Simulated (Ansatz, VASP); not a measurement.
**Os in VASP and in Ansatz**

```
CELL_PARAMETERS angstrom
-1.53095 1.53095 1.53095
1.53095 -1.53095 1.53095
1.53095 1.53095 -1.53095
ATOMIC_POSITIONS crystal
Os 0.00000 0.00000 0.00000
```

Alike in both runs: task single point; functional PBEsol; k mesh 20 × 20 × 20; occupations gaussian, width 0.1 eV; no spin polarisation.

|  | VASP | Ansatz |
| --- | --- | --- |
| version | VASP 6.6.1 | Ansatz 0.2.0 |
| potentials or method | VASP PAW PBE potentials, release 64 (Os) | scalar-relativistic, plane waves, PAW |
| plane-wave cutoff (eV) | 520 | 600 |
| valence electrons in the cell | 8 | 16 |

|  | VASP | Ansatz | Ansatz less VASP |
| --- | --- | --- | --- |
| gap on the k mesh at the Fermi level (eV) | none | none | - |
| pressure (GPa) | 0.7 | -0.1 | -0.79 |

A gap of «none» marks a metal or a gap that the smearing closes. The functional is the same, so the differences come from potentials, cutoffs and numerics. The two sets of potentials don't hold the same shells in valence. Ansatz warned: «pseudo_functional_mismatch».

Caveats: the PAW data sets were made with another functional, which shifts forces and pressure a little (VASP). The runs have no spin-orbit coupling, so splittings on Os are missing.
